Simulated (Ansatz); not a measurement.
**Sn: how the energy converges with the cutoff**

Sn, I4/mmm, a = 3.182 Å, c = 5.831 Å. This isn't the element's structure at ambient conditions. Ansatz: PBEsol, PAW, cutoff varied, Γ-centred 18×18×18 mesh on 1 atom, Gaussian smearing 0.10 eV; no spin polarisation. Single points at one geometry, the cutoff alone changed; ΔE is the energy at zero smearing over the run at 850 eV (runs within 0.3 meV/atom of it are left out). The runs up to 380 eV lie under the cutoff recommended for these PAW datasets.

| cutoff (eV) | ΔE (meV/atom) |
| --- | --- |
| 150 | 39745.55 |
| 200 | 4957.56 |
| 250 | 505.72 |
| 300 | 34.29 |
| 350 | 2.70 |
| 380 | 1.66 |
| 420 | ? |
| 460 | 0.40 |

Problem. Assume ΔE falls exponentially with the cutoff, fit y = ln ΔE against x, the cutoff in eV, to the other rows, and predict the missing value.

Solution. y = 10.590, 8.509, 6.226, 3.535, 0.993, 0.507, -0.916. Means x = 298.6, y = 4.2063; Σ(Δx)² = 69486, ΣΔxΔy = -2765; the slope is their ratio. y = 16.09 − 0.03979 x, a factor of ten per 58 eV. At 420 eV this gives ΔE = 0.54 meV/atom. The run gave 0.92, a ratio of 0.59. Between neighbouring rows the decay runs from a factor of ten per 43 eV to one per 156 eV, so one exponential is only a rough guide.